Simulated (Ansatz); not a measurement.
# InSe: a normal mode against strain

How does the energy of InSe (C2/m, No. 12; 4 atoms in the cell) change over two coordinates at once? A grid of runs gives the map.

Program: Ansatz 0.2.0. Level of theory: DFT PBE, scalar-relativistic, plane waves, PAW. These are calculated values, not measurements.

3 further runs of the same task are left out: 3 set aside as unsound or not needed. Runs told in other sessions of the task aren't counted.

### Step 1. The system as given

Symmetry: C2/m, No. 12, monoclinic system. The conventional cell has a = 11.487 Å, b = 4.125 Å, c = 5.708 Å, α = 90.00°, β = 108.24°, γ = 90.00°. In (site symmetry m) has 3 Se at 2.69 to 2.72 Å and 1 In at 2.83 Å in its first shell of neighbours. Se (site symmetry m) has 3 In at 2.69 to 2.72 Å in its first shell of neighbours.

Structure file:

```xyz
4
Lattice="5.7419 -2.0624 -0.1306 5.7419 2.0624 -0.1306 -1.6623 0.0000 5.4604" Properties=species:S:1:pos:R:3 pbc="T T T"
In   10.1078    0.0000    0.0591
In   -0.2864    0.0000    5.1400
Se    6.4963    0.0000    3.6220
Se    3.3251    0.0000    1.5771
```

It is the result of an earlier relaxation at this level (volume 32.11 Å³/atom; gap on the mesh: 1.08 eV).

### Step 2. The grid

The energy is mapped over a normal mode and a strain (zone-centre modes of the cell shown).

- amplitude of mode 9 (154 cm⁻¹), largest displacement in the unstrained cell: 7 values from −0.072 to 0.072 Å
- strain +e along z and -e/2 along x and y: 7 values from −7.00 to 7.00 %

Nothing else is relaxed (the pattern is fixed in fractional coordinates). Energies count from the relaxed high-symmetry cell. Points are written as (first, second).

The modes come from a phonon run on the reference cell, made beforehand.

The patterns, per unit of each coordinate (Å):

| atom | x1 | y1 | z1 |
| --- | --- | --- | --- |
| In1 | 0.000 | -0.688 | 0.000 |
| In2 | 0.000 | -0.688 | 0.000 |
| Se3 | 0.000 | 1.000 | 0.000 |
| Se4 | 0.000 | 1.000 | 0.000 |

### Step 3. Point (0.000 Å, −7.00 %)

File input.yaml:

```yaml
crystal:
  lattice:
    - [5.8878909526, -2.1345623443, 0.0453164279]
    - [5.8878909526, 2.1345623443, 0.0453164279]
    - [-1.5459825095, 0.0, 5.0781431589]
  atoms:
    - { symbol: In, position: [0.8879009556, 0.8879009556, 0.0533034054] }
    - { symbol: In, position: [0.1120990444, 0.1120990444, 0.9466965946] }
    - { symbol: Se, position: [0.6663292635, 0.6663292635, 0.6952062322] }
    - { symbol: Se, position: [0.3336707365, 0.3336707365, 0.3047937678] }
basis:
  ecutwfc: 420
kpoints:
  mp_grid: { grid: [8, 8, 6] }
hamiltonian:
  xc: pbe
  pseudopotentials: { kind: paw, azcp: { folder: soft_1 } }
scf:
  occupations: { method: gaussian, width: 0.05 }
output:
  forces: true
  stress: true
  eigenvalues: true
```

Started as:

```
$ ansatz run input.yaml --threads 2 --pin off --max-ram 4096MiB --backend cpu --events-out ev --progress --plain --runs-dir out
```

Further runs follow: the other points that were computed.

Q: Predict the outcome of this session. Wanted: lowest point; highest computed point; pressure; largest force on an atom.

The runs gave:

```
                       quantity                                                                                value
                   lowest point                                                             (0.000 Å, 0.00 %), 0 meV
         highest computed point                                        (−0.072 Å, −7.00 %), 122 meV above the lowest
                 pressure (GPa)  −0.54 at (0.000 Å, −7.00 %) to 0.79 at (−0.072 Å, 7.00 %); 0.01 at the lowest point
largest force on an atom (eV/Å)   0.00 at (0.000 Å, 0.00 %) to 0.66 at (−0.072 Å, −7.00 %); 0.00 at the lowest point
            time for all points                                                     20 min on 2 threads, shared host
```

What this shows: The lowest computed point is at (0.000 Å, 0.00 %), which is the relaxed high-symmetry cell itself. The grid shows no well of another kind. The highest computed point, (−0.072 Å, −7.00 %), lies 122 meV above the lowest. Round the minimum the two coordinates are nearly uncoupled. With the other coordinates free, the energies away from the reference would be the same or lower.

The cell is layered and no dispersion term is used, so the spacing and stiffness across the layers are uncertain.
